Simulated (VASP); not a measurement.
# BaTiO3 (Pm-3m) in VASP: a series of runs, part 2 of 2

VASP 6.6.1. The steps go on from the part before.

## Step 4: Band structure, r2SCAN-EpsX

File POSCAR:

```
BaTiO3
1.0
    4.0060000000      0.0000000000      0.0000000000
    0.0000000000      4.0060000000      0.0000000000
    0.0000000000      0.0000000000      4.0060000000
Ba Ti O
1 1 3
Direct
    0.5000000000      0.5000000000      0.5000000000
    0.0000000000      0.0000000000      0.0000000000
    0.0000000000      0.0000000000      0.5000000000
    0.0000000000      0.5000000000      0.0000000000
    0.5000000000      0.0000000000      0.0000000000
```

File INCAR.step1:

```
SYSTEM = BaTiO3
PREC = Accurate ; ENCUT = 520
EDIFF = 1E-8 ; ISMEAR = 0
SIGMA = 0.02 ; LREAL = .False.
LASPH = .True. ; NELM = 100
ALGO = Normal ; ISIF = 2
LWAVE = .False. ; LCHARG = .False.
LMAXMIX = 4 ; GGA = PE
LEPSILON = .True. ; KPAR = 4
```

File KPOINTS.step1:

```
Automatic mesh
0
G
  8 8 8
  0 0 0
```

File INCAR.step2:

```
SYSTEM = BaTiO3
PREC = Accurate ; ENCUT = 520
EDIFF = 1E-5 ; ISMEAR = 0
SIGMA = 0.02 ; LREAL = .False.
LASPH = .True. ; NELM = 100
ALGO = Normal ; ISIF = 2
LWAVE = .True. ; LCHARG = .False.
LMAXMIX = 4 ; GGA = PE
KPAR = 4
```

File KPOINTS.step2:

```
regular mesh
0
Gamma
  4 4 4
  0 0 0
```

File INCAR.step3:

```
SYSTEM = BaTiO3
PREC = Accurate ; ENCUT = 520
EDIFF = 1E-6 ; ISMEAR = 0
SIGMA = 0.02 ; LREAL = .False.
LASPH = .True. ; NELM = 100
ALGO = Normal ; ISIF = 2
LWAVE = .False. ; LCHARG = .False.
LMAXMIX = 4 ; METAGGA = R2SCAN
LHFCALC = .True. ; AEXX = 0.1483
LMIXTAU = .True. ; PRECFOCK = Fast
HFRCUT = -1 ; ISTART = 1
KPAR = 4
```

File KPOINTS.step3:

```
regular mesh
0
Gamma
  4 4 4
  0 0 0
```

File KPOINTS_OPT:

```
path GXMGRX,MR
12
line-mode
reciprocal
 0.0000000000  0.0000000000  0.0000000000  G
 0.0000000000  0.5000000000  0.0000000000  X

 0.0000000000  0.5000000000  0.0000000000  X
 0.5000000000  0.5000000000  0.0000000000  M

 0.5000000000  0.5000000000  0.0000000000  M
 0.0000000000  0.0000000000  0.0000000000  G

 0.0000000000  0.0000000000  0.0000000000  G
 0.5000000000  0.5000000000  0.5000000000  R

 0.5000000000  0.5000000000  0.5000000000  R
 0.0000000000  0.5000000000  0.0000000000  X

 0.5000000000  0.5000000000  0.0000000000  M
 0.5000000000  0.5000000000  0.5000000000  R
```

Potentials or basis: VASP PAW PBE potentials, release 64 (Ba_sv, Ti_sv, O).

Run with:

```bash
$ cat potpaw_PBE.64/Ba_sv/POTCAR potpaw_PBE.64/Ti_sv/POTCAR potpaw_PBE.64/O/POTCAR > POTCAR
$ cp INCAR.step1 INCAR
$ cp KPOINTS.step1 KPOINTS
$ mpirun -np 4 vasp_std > vasp.out
$ cp INCAR.step2 INCAR
$ cp KPOINTS.step2 KPOINTS
$ mpirun -np 4 vasp_std > vasp.out
$ cp INCAR.step3 INCAR
$ cp KPOINTS.step3 KPOINTS
$ mpirun -np 4 vasp_std > vasp.out
```

OUTCAR:

```text
SYSTEM = BaTiO3
   PREC = Accurate
   ENCUT = 520
   EDIFF = 1E-6
   ISMEAR = 0
   LREAL = .False.
   LASPH = .True.
   NELM = 100
   ISIF = 2
   METAGGA = R2SCAN
   LHFCALC = .True.
   AEXX = 0.1483
   PRECFOCK = Fast
   ISTART = 1

 ion  position               nearest neighbor table
   1  0.500  0.500  0.500-   3 2.83   4 2.83   5 2.83   4 2.83   5 2.83   3 2.83   5 2.83   5 2.83
                             3 2.83   4 2.83   4 2.83   3 2.83   2 3.47   2 3.47   2 3.47   2 3.47
   2  0.000  0.000  0.000-   3 2.00   4 2.00   5 2.00   3 2.00   4 2.00   5 2.00   1 3.47   1 3.47
                             1 3.47   1 3.47   1 3.47   1 3.47   1 3.47   1 3.47
   3  0.000  0.000  0.500-   2 2.00   2 2.00   1 2.83   1 2.83   1 2.83   1 2.83
   4  0.000  0.500  0.000-   2 2.00   2 2.00   1 2.83   1 2.83   1 2.83   1 2.83
   5  0.500  0.000  0.000-   2 2.00   2 2.00   1 2.83   1 2.83   1 2.83   1 2.83

  LATTYP: Found a simple cubic cell.
 ALAT       =     4.0060000000

  Lattice vectors:

 A1 = (   4.0060000000,   0.0000000000,   0.0000000000)
 A2 = (   0.0000000000,   4.0060000000,   0.0000000000)
 A3 = (   0.0000000000,   0.0000000000,   4.0060000000)
[... 175 lines left out ...]

 E-fermi :   2.9316     XC(G=0): -10.3449

 val. band max:        2.7321657566   @ k =   0.5000   0.5000   0.5000
 cond. band min:       6.0520327126   @ k =   0.0000   0.0000   0.0000
 fundamental gap:      3.3198669560
 Fermi energy:         2.9316323707

 k-point     1 :       0.0000    0.0000    0.0000
  band No.  band energies     occupation
      1     -58.3868      2.00000
      2     -32.7527      2.00000
      3     -32.7527      2.00000
      4     -32.7527      2.00000
      5     -23.4023      2.00000
      6     -15.8875      2.00000
[... 259 lines left out ...]
     23       8.6470      0.00000
     24      11.4056      0.00000

------------------------ aborting loop because EDIFF is reached ----------------------------------------

  FORCE on cell =-STRESS in cart. coord.  units (eV):
  Direction    XX          YY          ZZ          XY          YZ          ZX
  --------------------------------------------------------------------------------------
  -------------------------------------------------------------------------------------
  Total       -0.8223683     -0.8223683     -0.8223683     -0.0000000      0.0000000     -0.0000000
  in kB      -20.4948207    -20.4948207    -20.4948207     -0.0000000      0.0000000     -0.0000000
  external PRESSURE =     -20.4948207 kB  Pullay stress =       0.0000000 kB

 VOLUME and BASIS-vectors are now :
 -----------------------------------------------------------------------------
  energy-cutoff  :      520.00
  volume of cell :       64.29
      direct lattice vectors                 reciprocal lattice vectors
     4.006000000  0.000000000  0.000000000     0.249625562  0.000000000  0.000000000
     0.000000000  4.006000000  0.000000000     0.000000000  0.249625562  0.000000000
     0.000000000  0.000000000  4.006000000     0.000000000  0.000000000  0.249625562

 POSITION                                       TOTAL-FORCE (eV/Angst)
 -----------------------------------------------------------------------------------
      2.00300      2.00300      2.00300         0.000000      0.000000      0.000000
      0.00000      0.00000      0.00000         0.000000      0.000000      0.000000
      0.00000      0.00000      2.00300         0.000000      0.000000      0.000000
      0.00000      2.00300      0.00000         0.000000      0.000000      0.000000
      2.00300      0.00000      0.00000         0.000000      0.000000      0.000000
 -----------------------------------------------------------------------------------
    total drift:                               -0.000006     -0.000003     -0.000000

  FREE ENERGIE OF THE ION-ELECTRON SYSTEM (eV)
  ---------------------------------------------------
  free  energy   TOTEN  =       -75.8449280492 eV

  energy  without entropy=      -75.8449280492  energy(sigma->0) =      -75.84492805
```

OUTCAR.step1:

```text
SYSTEM = BaTiO3
   PREC = Accurate
   ENCUT = 520
   EDIFF = 1E-8
   ISMEAR = 0
   LREAL = .False.
   LASPH = .True.
   NELM = 100
   ISIF = 2
   GGA = PE
   LEPSILON = .True.

 ion  position               nearest neighbor table
   1  0.500  0.500  0.500-   3 2.83   4 2.83   5 2.83   4 2.83   5 2.83   3 2.83   5 2.83   5 2.83
[... 949 lines left out ...]
 ion    1
    1     2.74387    -0.00000    -0.00000
    2    -0.00000     2.74387    -0.00000
    3    -0.00000     0.00000     2.74387
 ion    2
    1     7.43465    -0.00000     0.00000
    2    -0.00000     7.43465    -0.00000
    3    -0.00000     0.00000     7.43465
 ion    3
    1    -2.13971    -0.00000     0.00000
    2    -0.00000    -2.13971    -0.00000
    3     0.00000    -0.00000    -5.89910
 ion    4
    1    -2.13971     0.00000    -0.00000
    2    -0.00000    -5.89910    -0.00000
    3     0.00000    -0.00000    -2.13971
 ion    5
    1    -5.89910    -0.00000    -0.00000
    2     0.00000    -2.13971    -0.00000
    3     0.00000    -0.00000    -2.13971
```

It took 20 min on 4 MPI ranks of Intel Xeon 6975P-C (Granite Rapids), shared host; peak memory 0.44 GiB.

What came out:

```yaml
Free_energy: -75.8449 eV
Pressure: -2.0 GPa
Band_gap_on_the_k_mesh: 3.32 eV, indirect (least direct gap 3.46 eV)
Band_gap_along_the_path: 3.32 eV, indirect (least direct gap 3.46 eV)
```

Levels at the corners of the path, in eV from the valence-band top:
```
point  band 16  band 17  band 18  band 19  band 20  band 21  band 22  band 23  band 24
    Γ    -1.16    -1.16    -0.14    -0.14    -0.14     3.32     3.32     3.32     5.34
    X    -1.98    -1.89    -1.89    -0.76    -0.76     3.48     5.15     5.15     5.35
    X    -1.98    -1.89    -1.89    -0.76    -0.76     3.48     5.15     5.15     5.35
    M    -2.79    -1.89    -0.91    -0.91    -0.09     5.17     5.17     5.66     6.30
    M    -2.79    -1.89    -0.91    -0.91    -0.09     5.17     5.17     5.66     6.30
    Γ    -1.16    -1.16    -0.14    -0.14    -0.14     3.32     3.32     3.32     5.34
    Γ    -1.16    -1.16    -0.14    -0.14    -0.14     3.32     3.32     3.32     5.34
    R    -2.50    -2.50     0.00     0.00     0.00     5.91     5.91     5.91     8.68
    R    -2.50    -2.50     0.00     0.00     0.00     5.91     5.91     5.91     8.68
    X    -1.98    -1.89    -1.89    -0.76    -0.76     3.48     5.15     5.15     5.35
    M    -2.79    -1.89    -0.91    -0.91    -0.09     5.17     5.17     5.66     6.30
    R    -2.50    -2.50     0.00     0.00     0.00     5.91     5.91     5.91     8.68
```

Caveat: the PAW data sets were made with another functional, which shifts forces and pressure a little; spin-orbit coupling is left out, which moves the levels of the heavy elements.

## Step 5: Dielectric tensor, PBEsol

File INCAR:

```
  PREC = Accurate
  ENCUT = 650
  EDIFF = 1E-8
  ISMEAR = 0
  SIGMA = 0.01
  LREAL = F
  LASPH = T
  NELM = 100
  ALGO = Normal
  ISIF = 2
  LWAVE = F
  LCHARG = F
  GGA = PS
  LEPSILON = T
```

File KPOINTS:

```
Automatic mesh
0
Gamma
  8 8 8
```

POSCAR is that of step 4.

Potentials or basis: VASP PAW PBE potentials, release 64 (Ba_sv, Ti_sv, O).

Run with:

```bash
$ cat potpaw_PBE.64/Ba_sv/POTCAR potpaw_PBE.64/Ti_sv/POTCAR potpaw_PBE.64/O/POTCAR > POTCAR
$ mpirun -np 1 vasp_std > vasp.out
```

OUTCAR:

```text
PREC = Accurate
   ENCUT = 650
   EDIFF = 1E-8
   ISMEAR = 0
   LREAL = F
   LASPH = T
   NELM = 100
   ISIF = 2
   GGA = PS
   LEPSILON = T

 Found     35 irreducible k-points:

 Following reciprocal coordinates:
            Coordinates               Weight
  0.000000  0.000000  0.000000      1.000000
  0.125000  0.000000  0.000000      6.000000
  0.250000  0.000000  0.000000      6.000000
  0.375000  0.000000  0.000000      6.000000
  0.500000  0.000000  0.000000      3.000000
  0.125000  0.125000  0.000000     12.000000
   k-points           NKPTS =     35   k-points in BZ     NKDIM =     35   number of bands    NBANDS=     24
   number of dos      NEDOS =    301   number of ions     NIONS =      5
   total plane-waves  NPLWV =  46656
   dimension x,y,z NGX =    36 NGY =   36 NGZ =   36
   dimension x,y,z NGXF=    72 NGYF=   72 NGZF=   72
   ions per type =               1   1   3
   NGX,Y,Z   is equivalent  to a cutoff of  14.94, 14.94, 14.94 a.u.
   NGXF,Y,Z  is equivalent  to a cutoff of  29.88, 29.88, 29.88 a.u.
 SYSTEM =  unknown system
   PREC   = accura    normal or accurate (medium, high low for compatibility)
   ISTART =      0    job   : 0-new  1-cont  2-samecut
   ICHARG =      2    charge: 1-file 2-atom 10-const
   ISPIN  =      1    spin polarized calculation?
   LNONCOLLINEAR =      F non collinear calculations
   LSORBIT =      F    spin-orbit coupling
   LASPH  =      T    aspherical Exc in radial PAW
   ENCUT  =  650.0 eV  47.77 Ry    6.91 a.u.   8.33  8.33  8.33*2*pi/ulx,y,z
   NELM   =    100;   NELMIN=  2; NELMDL= -5     # of ELM steps
   EDIFF  = 0.1E-07   stopping-criterion for ELM
   LREAL  =      F    real-space projection
   EDIFFG = 0.1E-06   stopping-criterion for IOM
   NSW    =      0    number of steps for IOM
   IBRION =     -1    ionic relax: 0-MD 1-quasi-New 2-CG
   NFREE  =      0    steps in history (QN), initial steepest desc. (CG)
   ISIF   =      2    stress and relaxation
   ISYM   =      2    0-nonsym 1-usesym 2-fastsym
   POTIM  = 0.5000    time-step for ionic-motion
   TEBEG  =    0.0;   TEEND  =   0.0 temperature during run
   PSTRESS=    0.0 pullay stress
   NELECT =      40.0000    total number of electrons
   NUPDOWN=      -1.0000    fix difference up-down
   EMIN   =  10.00;   EMAX   =-10.00  energy-range for DOS
   EFERMI =   0.00;   METHOD = LEGACY
[... 245 lines left out ...]
  energy without entropy =       -1.08883183

------------------------ aborting loop because EDIFF is reached ----------------------------------------

--------------------------------------- Ionic step        2  -------------------------------------------

------------------------ aborting loop because EDIFF is reached ----------------------------------------

--------------------------------------- Ionic step        3  -------------------------------------------

 Free energy of the ion-electron system (eV)
  ---------------------------------------------------
  ---------------------------------------------------
  free energy    TOTEN  =        -1.08883152 eV

  energy without entropy =       -1.08883152

------------------------ aborting loop because EDIFF is reached ----------------------------------------

 PIEZOELECTRIC TENSOR FIELD DIRECTION 3  (e Angst)
 -----------------------------------------------------------------------------
     0.00861  0.00000  0.00000           ( -0.00003  0.00000  0.00000)
     0.00000  0.00861  0.00000           (  0.00000 -0.00003  0.00000)
     0.00000 -0.00000 -0.01507           (  0.00000  0.00000  0.00040)

 PIEZOELECTRIC TENSOR FIELD DIRECTION 3  (C/m^2)
 -----------------------------------------------------------------------------
     0.00215  0.00000  0.00000
     0.00000  0.00215  0.00000
     0.00000 -0.00000 -0.00376

 MACROSCOPIC STATIC DIELECTRIC TENSOR (including local field effects in DFT)
 ------------------------------------------------------
           6.828784     0.000000     0.000000
          -0.000000     6.828784    -0.000000
           0.000000    -0.000000     6.828784
 ------------------------------------------------------

 PIEZOELECTRIC TENSOR (including local field effects)  for field in x, y, z        (e  Angst)
          XX          YY          ZZ          XY          YZ          ZX
  --------------------------------------------------------------------------------
  x     0.00000     0.00000     0.00000     0.00000     0.00000     0.00000
  y     0.00000     0.00000     0.00000     0.00000     0.00000     0.00000
  z     0.00000     0.00000     0.00000     0.00000     0.00000     0.00000

 PIEZOELECTRIC TENSOR (including local field effects)  for field in x, y, z        (C/m^2)
          XX          YY          ZZ          XY          YZ          ZX
  --------------------------------------------------------------------------------
  x     0.00000     0.00000     0.00000     0.00000     0.00000     0.00000
  y     0.00000     0.00000     0.00000     0.00000     0.00000     0.00000
  z     0.00000     0.00000     0.00000     0.00000     0.00000     0.00000

 BORN EFFECTIVE CHARGES (including local field effects) (in |e|, cummulative output)
 ---------------------------------------------------------------------------------
 ion    1
    1     2.74008    -0.00000     0.00000
    2    -0.00000     2.74008     0.00000
    3     0.00000    -0.00000     2.74008
 ion    2
    1     7.42594     0.00000     0.00000
    2     0.00000     7.42594    -0.00000
    3    -0.00000     0.00000     7.42594
 ion    3
    1    -2.14033    -0.00000    -0.00000
    2    -0.00000    -2.14033    -0.00000
    3     0.00000    -0.00000    -5.88536
 ion    4
    1    -2.14033    -0.00000    -0.00000
    2    -0.00000    -5.88536     0.00000
    3     0.00000     0.00000    -2.14033
 ion    5
    1    -5.88536     0.00000    -0.00000
    2    -0.00000    -2.14033     0.00000
    3     0.00000    -0.00000    -2.14033
```

OSZICAR:

```text
N       E                     dE             d eps       ncg     rms          rms(c)
DAV:   1     0.492302094661E+03    0.49230E+03   -0.23754E+04  1680   0.209E+03
DAV:   2     0.246974524143E+01   -0.48983E+03   -0.48087E+03  2016   0.518E+02
DAV:   3    -0.497765319610E+02   -0.52246E+02   -0.51191E+02  2040   0.160E+02
[... 11 lines left out ...]
RMM:  25    -0.108883208895E+01   -0.22412E-05   -0.27287E-07  4349   0.169E-04    0.313E-05
RMM:  26    -0.108883313393E+01   -0.10450E-05   -0.24058E-07  3083   0.124E-04    0.567E-05
RMM:  27    -0.108883258705E+01    0.54689E-06   -0.20887E-07  1402   0.859E-05    0.428E-05
RMM:  28    -0.108883396375E+01   -0.13767E-05   -0.71369E-08  3396   0.984E-05    0.798E-05
RMM:  29    -0.108883223893E+01    0.17248E-05   -0.73125E-08  2265   0.802E-05    0.320E-05
RMM:  30    -0.108883238852E+01   -0.14958E-06   -0.44821E-08  1051   0.586E-05    0.338E-05
RMM:  31    -0.108883151737E+01    0.87115E-06   -0.67177E-08  2767   0.744E-05    0.467E-06
```

stdout:

```text
POSCAR found type information on POSCAR BaTiO
 POSCAR found :  3 types and       5 ions
 scaLAPACK will be used
 -----------------------------------------------------------------------------
|                                                                             |
[... 28 lines left out ...]
 dielectric tensor                  component  3 :    -0.483    -0.835     9.349
 Linear response to external field, progress :
  Direction:   1
 dielectric tensor                  component  1 :     6.829    -0.857    -0.764
 Linear response to external field, progress :
  Direction:   2
 dielectric tensor                  component  2 :    -0.856     6.829    -0.764
 Linear response to external field, progress :
  Direction:   3
 dielectric tensor                  component  3 :    -0.643    -0.977     6.829
 Born effective charges drift removed
```

Run time: 15 min. Hardware: 1 thread of Intel Xeon 6975P-C (Granite Rapids), shared host; peak memory 0.54 GiB.

These settings aren't checked as converged: the numbers below hold their error.

Results:

```yaml
Band_gap_on_the_k_mesh: 1.70 eV, indirect (least direct gap 1.84 eV)
Electronic_dielectric_tensor_diagonal: 6.83
Born_charges_mean_of_the_diagonal: Ba +2.74; Ti +7.43; O -3.39 e
```

Caveat: the PAW data sets were made with another functional, which shifts forces and pressure a little; spin-orbit coupling is left out, which moves the levels of the heavy elements.

## Step 6: The reference run

An earlier run on the cell as given: functional PBEsol; potentials or basis VASP PAW PBE potentials, release 64 (Ba_sv, Ti_sv, O); cutoff 520 eV; k mesh 7 × 7 × 7; occupations fermi-dirac, width 0.05 eV; no spin polarisation.

* Pressure: -2.8 GPa
* Band gap on the k mesh: 1.76 eV, indirect (least direct gap 1.84 eV)

## Step 7: Summary

```tsv
task	level	k mesh	smearing	ladder	grid for exact exchange (PRECFOCK)	exchange at q = 0	share of exact exchange	gap on the mesh (eV)	pressure (GPa)
band structure	HSE03	4 × 4 × 4	gaussian 0.02 eV	gaps	Fast	-	-	2.88	-1.9
band structure	PBE0	4 × 4 × 4	gaussian 0.02 eV	gaps	Fast	truncated	-	3.86	-2.3
band structure	r2SCAN-EpsX	4 × 4 × 4	gaussian 0.02 eV	gaps	Fast	truncated	0.1483	3.32	-2.0
single point	PBEsol	7 × 7 × 7	fermi-dirac 0.05 eV	free	-	-	-	1.76	-2.8
```

Alike in all rows: potentials or basis VASP PAW PBE potentials, release 64 (Ba_sv, Ti_sv, O); no spin polarisation; cell as given; cutoff (eV) 520.

On the cell as given the gap runs from 1.76 eV (PBEsol) to 3.86 eV (PBE0); the meshes differ, which moves gaps too. The pressure there spans -2.8 GPa (PBEsol) to -1.9 GPa (HSE03); a positive pressure means that this level wants a larger cell, a negative one a smaller.

Caveats: the PAW data sets were made with another functional, which shifts forces and pressure a little; spin-orbit coupling is left out, which moves the levels of the heavy elements; an odd mesh through Γ misses points on the zone boundary, where band edges often lie (some runs).

Absolute energies hang on the potentials; compare differences alone.
